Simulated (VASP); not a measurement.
**NiO: band structure with RPBE**

NiO:

```xyz
2
Lattice="0.0000 2.2406 2.2406 2.2406 0.0000 2.2406 2.2406 2.2406 0.0000" Properties=species:S:1:pos:R:3 pbc="T T T"
Ni    0.0000    0.0000    0.0000
O     3.3609    3.3609    3.3609
```

The cell was built by a generator and needn't be a form met in nature.

| Property | Result |
| --- | --- |
| Program | VASP 6.6.1 |
| Task | band structure |
| Functional | RPBE |
| Potentials or basis | VASP PAW PBE potentials, release 64 (Ni, O) |
| Cutoff | 520 eV |
| k mesh | 7 × 7 × 7 |
| Occupations | fermi-dirac, width 0.05 eV |
| Spin | collinear spin, ferromagnetic start |
| Starting moments | [1.0, 0.0] μB |
| Further INCAR settings | ALGO = Normal; EDIFF = 1e-06 |

The band gap along the path is none (metal or under the smearing width). The net moment is 1.92 μB per cell.

Levels at the corners of the path, in eV from the Fermi level:
Spin up:
```tsv
point	band 6	band 7	band 8	band 9	band 10	band 11	band 12	band 13
Γ	-2.46	0.12	0.12	0.12	0.51	14.37	14.37	14.37
X	-2.19	-1.91	-1.91	-1.79	5.44	10.04	11.33	14.65
X	-2.19	-1.91	-1.91	-1.79	5.44	10.04	11.33	14.65
W	-2.81	-2.24	-2.07	-1.09	7.17	9.93	10.71	11.69
W	-2.81	-2.24	-2.07	-1.09	7.17	9.93	10.71	11.69
K	-2.47	-2.39	-1.55	-1.33	6.72	9.45	10.34	14.37
K	-2.47	-2.39	-1.55	-1.33	6.72	9.45	10.34	14.37
Γ	-2.46	0.12	0.12	0.12	0.51	14.37	14.37	14.37
Γ	-2.46	0.12	0.12	0.12	0.51	14.37	14.37	14.37
L	-2.40	-2.40	-0.70	-0.70	5.96	7.38	13.86	13.86
L	-2.40	-2.40	-0.70	-0.70	5.96	7.38	13.86	13.86
U	-2.47	-2.39	-1.55	-1.33	6.72	9.45	10.34	14.37
U	-2.47	-2.39	-1.55	-1.33	6.72	9.45	10.34	14.37
W	-2.81	-2.24	-2.07	-1.09	7.17	9.93	10.71	11.69
W	-2.81	-2.24	-2.07	-1.09	7.17	9.93	10.71	11.69
L	-2.40	-2.40	-0.70	-0.70	5.96	7.38	13.86	13.86
L	-2.40	-2.40	-0.70	-0.70	5.96	7.38	13.86	13.86
K	-2.47	-2.39	-1.55	-1.33	6.72	9.45	10.34	14.37
U	-2.47	-2.39	-1.55	-1.33	6.72	9.45	10.34	14.37
X	-2.19	-1.91	-1.91	-1.79	5.44	10.04	11.33	14.65
```
Spin down:
| point | band 6 | band 7 | band 8 | band 9 | band 10 | band 11 |
| --- | --- | --- | --- | --- | --- | --- |
| Γ | -1.40 | 0.77 | 1.78 | 1.78 | 1.78 | 14.60 |
| X | -1.09 | -0.77 | -0.08 | -0.08 | 5.86 | 10.69 |
| X | -1.09 | -0.77 | -0.08 | -0.08 | 5.86 | 10.69 |
| W | -1.26 | -1.00 | -0.22 | 0.33 | 7.65 | 10.59 |
| W | -1.26 | -1.00 | -0.22 | 0.33 | 7.65 | 10.59 |
| K | -1.18 | -0.78 | -0.10 | 0.26 | 7.14 | 9.95 |
| K | -1.18 | -0.78 | -0.10 | 0.26 | 7.14 | 9.95 |
| Γ | -1.40 | 0.77 | 1.78 | 1.78 | 1.78 | 14.60 |
| Γ | -1.40 | 0.77 | 1.78 | 1.78 | 1.78 | 14.60 |
| L | -1.19 | -0.73 | 0.87 | 0.87 | 6.25 | 7.85 |
| L | -1.19 | -0.73 | 0.87 | 0.87 | 6.25 | 7.85 |
| U | -1.18 | -0.78 | -0.10 | 0.26 | 7.14 | 9.95 |
| U | -1.18 | -0.78 | -0.10 | 0.26 | 7.14 | 9.95 |
| W | -1.26 | -1.00 | -0.22 | 0.33 | 7.65 | 10.59 |
| W | -1.26 | -1.00 | -0.22 | 0.33 | 7.65 | 10.59 |
| L | -1.19 | -0.73 | 0.87 | 0.87 | 6.25 | 7.85 |
| L | -1.19 | -0.73 | 0.87 | 0.87 | 6.25 | 7.85 |
| K | -1.18 | -0.78 | -0.10 | 0.26 | 7.14 | 9.95 |
| U | -1.18 | -0.78 | -0.10 | 0.26 | 7.14 | 9.95 |
| X | -1.09 | -0.77 | -0.08 | -0.08 | 5.86 | 10.69 |

Run time: 26 s on 1 thread of Intel(R) Xeon(R) Platinum 8488C (Sapphire Rapids), on a shared host, peak memory 0.2 GiB.

Caveat: the log is that of the step along the path at fixed density, whose energy, stress, charges and moments have no meaning; a cell with one magnetic atom can't hold antiferromagnetic order, which such compounds often take; semilocal functionals often make such compounds metallic where correlation or magnetic order opens a gap, which also shifts bond lengths.
